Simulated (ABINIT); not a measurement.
# A GW chain in ABINIT: NaF (Villiaumite)

How does a plane-wave GW calculation on NaF (Villiaumite) run from the first input to the gap?

Main program and level: ABINIT 10.8.3; PBE and many-body steps on it, plane waves.

The database entry behind the starting cell differs from later determinations by our own check (0.1 to 0.3 % short, probably kX units), so it need not match the best structure at ambient conditions.

## (1) The structure

Symmetry: Fm-3m, No. 225, cubic system. The conventional cell has a = 4.620 Å, b = 4.620 Å, c = 4.620 Å, α = 90.00°, β = 90.00°, γ = 90.00°. Na has 6 F at 2.31 Å nearest. F has 6 Na at 2.31 Å nearest. Farther neighbours and most contacts between anions are not listed.

The cell and positions come from the Crystallography Open Database and are kept as given unless a step says otherwise.

## (2) Ground state

This step: ABINIT 10.8.3; DFT, PBE, plane waves, norm-conserving pseudopotentials.

The ground-state density comes first.

run.abi

```
acell 3*1.0 Angstrom
rprim 
  -0.000000000000 2.310000000000 2.310000000000
  2.310000000000 0.000000000000 2.310000000000
  2.310000000000 2.310000000000 0.000000000000
ntypat 2
znucl 11 9
natom 2
typat 1 2
xred 
  0.000000000000 0.000000000000 0.000000000000
  0.500000000000 0.500000000000 0.500000000000
pp_dirpath "pseudos"
pseudos "Na.upf, F.upf"
ecut 38
ngkpt 8 8 8
nshiftk 1
shiftk 0 0 0
kptopt 1
chksymbreak 0
nband 13
occopt 1
tolvrs 1e-10
nstep 60
prtwf 0
optforces 0
optstress 0
indata_prefix "in"
outdata_prefix "out"
tmpdata_prefix "tmp"
```

Command:

```bash
$ OMP_NUM_THREADS=1 mpirun -n 8 abinit run.abi > log
```

Numbers of over 12 decimals in the logs are rounded to 6 here.

What it wrote:

```text
.Version 10.8.3 of ABINIT. v10.8.2 released Aug 2026.

 Symmetries : space group Fm -3 m (#225); Bravais cF (face-center cubic)
================================================================================
 Values of the parameters that define the memory need of the present run
     intxc =       0    ionmov =       0      iscf =       7    lmnmax =       5
     lnmax =       5     mgfft =      36  mpssoang =       3    mqgrid =    3001
     natom =       2  nloc_mem =       1    nspden =       1   nspinor =       1
    nsppol =       1      nsym =      48    n1xccc =    2501    ntypat =       2
    occopt =       1   xclevel =       2
-    mband =          13        mffmem =           1         mkmem =           4
       mpw =        1880          nfft =       46656          nkpt =          29
================================================================================
  Rough estimation (10% accuracy) of disk space for files :
================================================================================

--------------------------------------------------------------------------------
------------- Echo of variables that govern the present computation ------------
--------------------------------------------------------------------------------
 -outvars: echo values of preprocessed input variables --------
            acell      1.8897261259E+00  1.8897261259E+00  1.8897261259E+00 Bohr

      chksymbreak           0
             ecut      3.80000000E+01 Hartree
-          fftalg         312

              ixc     -101130
              kpt      0.00000000E+00  0.00000000E+00  0.00000000E+00
                       1.25000000E-01  0.00000000E+00  0.00000000E+00
                       2.50000000E-01  0.00000000E+00  0.00000000E+00
                       3.75000000E-01  0.00000000E+00  0.00000000E+00
                       5.00000000E-01  0.00000000E+00  0.00000000E+00
                       1.25000000E-01  1.25000000E-01  0.00000000E+00
                       2.50000000E-01  1.25000000E-01  0.00000000E+00
                       3.75000000E-01  1.25000000E-01  0.00000000E+00
                       5.00000000E-01  1.25000000E-01  0.00000000E+00
   [... 18 further rows ...]
                      -3.75000000E-01  5.00000000E-01  1.25000000E-01
                      -2.50000000E-01  5.00000000E-01  2.50000000E-01
         kptrlatt        8    0    0      0    8    0      0    0    8
          kptrlen      4.93873623E+01
P           mkmem           4
            natom           2
            nband          13
            ngfft          36      36      36
             nkpt          29
            nstep          60
             nsym          48
           ntypat           2
              occ      2.000000  2.000000  2.000000  2.000000  2.000000  2.000000
                       2.000000  2.000000  0.000000  0.000000  0.000000  0.000000
                       0.000000
        optforces           0
        optstress           0
            prtwf           0
            rprim     -0.0000000000E+00  2.3100000000E+00  2.3100000000E+00
[...]
spgroup         225

           tolvrs      1.00000000E-10

             xred      0.0000000000E+00  0.0000000000E+00  0.0000000000E+00
[...]
znucl       11.00000    9.00000

================================================================================

 chkinp: Checking input parameters for consistency.

================================================================================
== DATASET  1 ==================================================================
-   mpi_nproc: 8, omp_nthreads: 1 (-1 if OMP is not activated)

--- !DatasetInfo
iteration_state: {dtset: 1, }
dimensions: {natom: 2, nkpt: 29, mband: 13, nsppol: 1, nspinor: 1, nspden: 1, mpw: 1880, }
cutoff_energies: {ecut:  38.0, pawecutdg:  -1.0, }
electrons: {nelect:   1.60000000E+01, charge:   0.00000000E+00, occopt:   1.00000000E+00, tsmear:   1.00000000E-02, }

 Real(R)+Recip(G) space primitive vectors, cartesian coordinates (Bohr,Bohr^-1):
 R(1)=  0.0000000  4.3652674  4.3652674  G(1)= -0.1145405  0.1145405  0.1145405
 R(2)=  4.3652674  0.0000000  4.3652674  G(2)=  0.1145405 -0.1145405  0.1145405
 R(3)=  4.3652674  4.3652674  0.0000000  G(3)=  0.1145405  0.1145405 -0.1145405
 Unit cell volume ucvol=  1.6636522E+02 bohr^3
 Angles (23,13,12)=  6.00000000E+01  6.00000000E+01  6.00000000E+01 degrees

 getcut: wavevector=  0.0000  0.0000  0.0000  ngfft=  36  36  36
         ecut(hartree)=     38.000   => boxcut(ratio)=   2.10145

--- Pseudopotential description ------------------------------------------------
- Na Generated using ONCVPSP code by D. R. Hamann
- 11.00000   9.00000  171031                  znucl, zion, pspdat
12 -101130 1 -1 1992                          pspcod,pspxc,lmax,lloc,mmax
     nproj     2     2     0
  pspatm : epsatm=    9.36084378
         --- l  ekb(1:nproj) -->
[...]
pspatm: atomic psp has been read  and splines computed

- F Generated using ONCVPSP code by D. R. Hamann
-  9.00000   7.00000  171031                  znucl, zion, pspdat
12 -101130 2 -1 832                           pspcod,pspxc,lmax,lloc,mmax
     nproj     2     2     1
  pspatm : epsatm=    4.87625608
         --- l  ekb(1:nproj) -->
[...]
1   -3.955629   -1.291931
             2   -2.441503
 pspatm: atomic psp has been read  and splines computed

   2.27793598E+02                                ecore*ucvol(ha*bohr**3)
--------------------------------------------------------------------------------

_setup2: Arith. and geom. avg. npw (full set) are    1861.705    1861.686

================================================================================

--- !BeginCycle
iteration_state: {dtset: 1, }
solver: {iscf: 7, nstep: 60, nline: 4, wfoptalg: 0, }
tolerances: {tolvrs: 1.00E-10, }

     iter   Etot(hartree)      deltaE(h)  residm     vres2
 ETOT  1  -70.408066656601    -7.041E+01 6.300E-02 2.786E+02
 ETOT  2  -70.422707022849    -1.464E-02 1.575E-03 2.132E+02
 ETOT  3  -70.480757204434    -5.805E-02 2.641E-03 1.018E+01
 ETOT  4  -70.482977861202    -2.221E-03 2.252E-04 2.827E-02
 ETOT  5  -70.482978541303    -6.801E-07 2.558E-05 4.400E-03
 ETOT  6  -70.482979443633    -9.023E-07 2.926E-05 3.641E-04
 ETOT  7  -70.482979498541    -5.491E-08 2.428E-06 2.384E-05
 ETOT  8  -70.482979502242    -3.700E-09 3.552E-06 1.244E-07
 ETOT  9  -70.482979502256    -1.471E-11 2.568E-07 9.006E-10
 ETOT 10  -70.482979502257    -1.137E-12 4.594E-07 2.958E-11

 At SCF step   10       vres2   =  2.96E-11 < tolvrs=  1.00E-10 =>converged.

--- !ResultsGS
iteration_state: {dtset: 1, }
comment   : Summary of ground state results
lattice_vectors:
- [ -0.0000000,   4.3652674,   4.3652674, ]
- [  4.3652674,   0.0000000,   4.3652674, ]
- [  4.3652674,   4.3652674,   0.0000000, ]
lattice_lengths: [   6.17342,    6.17342,    6.17342, ]
lattice_angles: [ 60.000,  60.000,  60.000, ] # degrees, (23, 13, 12)
lattice_volume:   1.6636522E+02
convergence: {deltae: -1.137E-12, res2:  2.958E-11, residm:  4.594E-07, diffor:  0.000E+00, }
etotal    :  -7.04829795E+01
entropy   :   0.00000000E+00
fermie    :  -4.88605676E-02
cartesian_stress_tensor: null
pressure_GPa: null
xred      :
- [  0.0000E+00,   0.0000E+00,   0.0000E+00, Na]
- [  5.0000E-01,   5.0000E-01,   5.0000E-01,  F]
cartesian_forces: null
force_length_stats: {min: null, max: null, mean: null, }

 Integrated electronic density in atomic spheres:
 ------------------------------------------------
 Atom  Sphere_radius  Integrated_density
    1        2.00000          7.97084872
    2        2.00000          7.05564392
================================================================================

 ----iterations are completed or convergence reached----

 Mean square residual over all n,k,spin=   15.498E-10; max=  45.940E-08
 reduced coordinates (array xred) for    2 atoms
       0.000000000000      0.000000000000      0.000000000000
       0.500000000000      0.500000000000      0.500000000000
 rms dE/dt=  0.0000E+00; max dE/dt=  0.0000E+00; dE/dt below (all hartree)
    1       0.000000000000      0.000000000000      0.000000000000
    2       0.000000000000      0.000000000000      0.000000000000

 cartesian coordinates (angstrom) at end:
    1      0.000000     0.000000     0.000000
    2      2.310000     2.310000     2.310000
 length scales=  1.889726125908  1.889726125908  1.889726125908 bohr
              =  1.000000000000  1.000000000000  1.000000000000 angstroms
 prteigrs : about to open file out_EIG
 Fermi (or HOMO) energy (hartree) =  -0.04886   Average Vxc (hartree)=  -0.33630
 Eigenvalues (hartree) for nkpt=  29  k points:
 kpt#   1, nband= 13, wtk=  0.00195, kpt=  0.0000  0.0000  0.0000 (reduced coord)
  -1.77830   -0.75120   -0.74502   -0.74502   -0.74502   -0.04886   -0.04886   -0.04886
   0.18595    0.65511    0.65511    0.65511    0.75878
 prteigrs : prtvol=0 or 1, do not print more k-points.

--- !EnergyTerms
iteration_state     : {dtset: 1, }
comment             : Components of total free energy in Hartree
kinetic             :  4.41522876582249E+01
hartree             :  2.26330635976220E+01
xc                  : -1.24994461213702E+01
Ewald energy        : -4.19984822340426E+01
psp_core            :  1.36923810434905E+00
local_psp           : -6.66884159253213E+01
non_local_psp       : -1.74512245817192E+01
total_energy        : -7.04829795022574E+01
total_energy_eV     : -1.91793957900349E+03
band_energy         : -9.95671373633648E+00

== END DATASET(S) ==============================================================
================================================================================

 -outvars: echo values of variables after computation  --------
           etotal     -7.0482979502E+01
            nband          13
             nkpt          29
          spgroup         225
 [... the other variables as echoed above ...]

 Calculation completed.
```

Wall time 4.3 s (8 MPI ranks of Arm Neoverse V2, shared host); peak memory 0.54 GiB; 34 s of CPU time.

Numbers from this step:

| Item | Value |
| --- | --- |
| total energy | -1917.9396 eV |
| gap | 6.390 eV |
| k of the valence top | 0, 0, 0 |
| k of the conduction bottom | 0, 0, 0 |
| least direct gap | 6.390 eV |

The gap is direct, at Γ.

(Continued in part 2 of 3.)

[Paths, hosts, dates, memory and timing lines, banners, echoed tables and standing remarks are left out of the program output.]

[Logs are printed without paths, hosts, clocks, repeated set-up lines and the standing remarks that a program may print on its own settings, such as how far it seeks lower states.]

[Runs of the session that timed out or met a known fault of the program may be left out.]

[Hosts, paths, dates, database ids (printed as entryN), source tags and the programs' standing remarks are cut or masked in the printed files.]

[G0W0 gaps are taken among the corrected bands and points alone; a level outside them can change the order at an edge.]

[Where Ansatz stands beside ABINIT at settings called matched, ABINIT's density can come from a denser mesh and the files from another edition; pairs whose starting gaps differed by over 0.03 eV were left out, so agreement reads better than it is.]
